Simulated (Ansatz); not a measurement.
Crystal: ZrS.

```
Zr S
1.0
     0.00000    2.62500    2.62500
     2.62500    0.00000    2.62500
     2.62500    2.62500    0.00000
Zr S
1 1
Direct
  0.00000 0.00000 0.00000
  0.50000 0.50000 0.50000
```

Base run:

| Quantity | Value |
| --- | --- |
| Program | Ansatz 0.2.0 |
| Functional | PBEsol |
| Potentials or basis | Ansatz PAW |
| Cutoff | 420 eV |
| Density cutoff | 1680 eV |
| k mesh | 9 × 9 × 9 |
| Occupations | fermi-dirac, width 0.05 eV |
| Spin | no spin polarisation |
| Hubbard terms | Zr d U = 2 eV |

Its results: band gap on the k mesh none (metal or under the smearing width); pressure -4.4 GPa.

The run is repeated on the same cell with these changes: hubbard terms from Zr d U = 2 eV to Zr d U = 4 eV. What comes out?

Band gap on the k mesh none (metal or under the smearing width); pressure -1.9 GPa.

Caveats: U without spin polarisation on a metal has little footing; the PAW data sets come from PBE, with cores solved anew for the run's functional, which leaves a small shift of forces and pressure.

Not every run made on this cell is shown here.
